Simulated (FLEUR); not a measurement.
**Zr: single point with PBEsol**

Crystal: Zr.

```
CELL_PARAMETERS angstrom
3.23200 0.00000 0.00000
-1.61600 2.79899 0.00000
0.00000 0.00000 5.14700
ATOMIC_POSITIONS crystal
Zr 0.66667 0.33333 0.75000
Zr 0.33333 0.66667 0.25000
```

```yaml
Program: FLEUR MaX-R8.1 (later development tree)
Task: single point
Functional: PBEsol
Potentials_or_basis: all-electron
Basis: FLAPW
Kmax: 4.1 1/bohr
k_mesh: 9 × 9 × 5
Occupations: fermi-dirac, width 0.05 eV
Spin: no spin polarisation
Gmax: 12.7 1/bohr
Muffin-tin_radii: Zr 2.66 bohr
lmax: Zr 10
lnonsphr: Zr 10
Local_orbitals_a_species: Zr 5
Max_iterations: 60
Mixing_factor: 0.05
Mixer: Anderson
Mixer_history: 15
Density_convergence: 1e-05 me/bohr^3
```

The band gap on the k mesh is none (metal or under the smearing width) and the valence electrons inside the program's atomic spheres are Zr 10.09 (radii Zr 2.66 bohr).

Levels at points of the mesh, in eV from the Fermi level:
```tsv
k point	band 8	band 9	band 10	band 11	band 12	band 13	band 14	band 15	band 16	band 17
(0.00, 0.00, 0.00)	-26.28	-5.68	-3.05	0.84	0.84	1.00	1.17	1.54	1.54	2.11
```

Core levels (eV from the Fermi level):
| atom | levels |
| --- | --- |
| 1 Zr | 1s1/2 -17799.7, 2s1/2 -2461.0, 2p1/2 -2252.7, 2p3/2 -2166.9, 3s1/2 -398.1, 3p1/2 -320.6, 3p3/2 -307.0, 3d3/2 -170.2, 3d5/2 -167.7 |
| 2 Zr | 1s1/2 -17799.7, 2s1/2 -2461.0, 2p1/2 -2252.7, 2p3/2 -2166.9, 3s1/2 -398.1, 3p1/2 -320.6, 3p3/2 -307.0, 3d3/2 -170.2, 3d5/2 -167.7 |

Run time: 78 s on 1 thread of AMD EPYC 7R43 64-Core Processor (Zen 3) (shared host), peak memory 0.08 GiB.
